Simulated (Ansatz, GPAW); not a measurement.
## One calculation of CdSe, 3 ways

```xyz
2
Lattice="0.0000 3.0703 3.0703 3.0703 0.0000 3.0703 3.0703 3.0703 0.0000" Properties=species:S:1:pos:R:3 pbc="T T T"
Cd    0.0000    0.0000    0.0000
Se    1.5351    1.5351    1.5351
```

The cell is a database's computed one, not the measured one.

Alike in all runs: task single point; functional PBE; k mesh 8 × 8 × 8; occupations gaussian, width 0.014 eV; no spin polarisation; no spin-orbit coupling. Pressure is positive in compression and, in plane waves, holds the error of the finite cutoff, which Ansatz's Pulay term estimates and takes out.

```tsv
program and potentials	plane-wave cutoff (eV)	notes	band gap (eV)	pressure (GPa)
Ansatz, Ansatz PAW	420	18 valence electrons an atom on average; Pulay term of +0.03 GPa included	0.55	1.29
GPAW, GPAW PAW data sets (gpaw-data 1.2.1)	600	9 valence electrons an atom on average	0.54	1.07
Ansatz, all-electron LAPW, scalar-relativistic	-	-	0.55	1.30
```

The band gap spans 0.54 (GPAW, GPAW PAW data sets (gpaw-data 1.2.1)) to 0.55 eV (Ansatz, all-electron LAPW, scalar-relativistic), with all-electron results at 0.55. The pressure spans 1.07 (GPAW, GPAW PAW data sets (gpaw-data 1.2.1)) to 1.30 GPa (Ansatz, all-electron LAPW, scalar-relativistic), with all-electron results at 1.30. Spin-orbit coupling, left out here, moves the band edges of heavy atoms.

The functional is the same throughout but for its coding, so the spread measures potentials, basis and numerics; runs on potential files found faulty are left out.
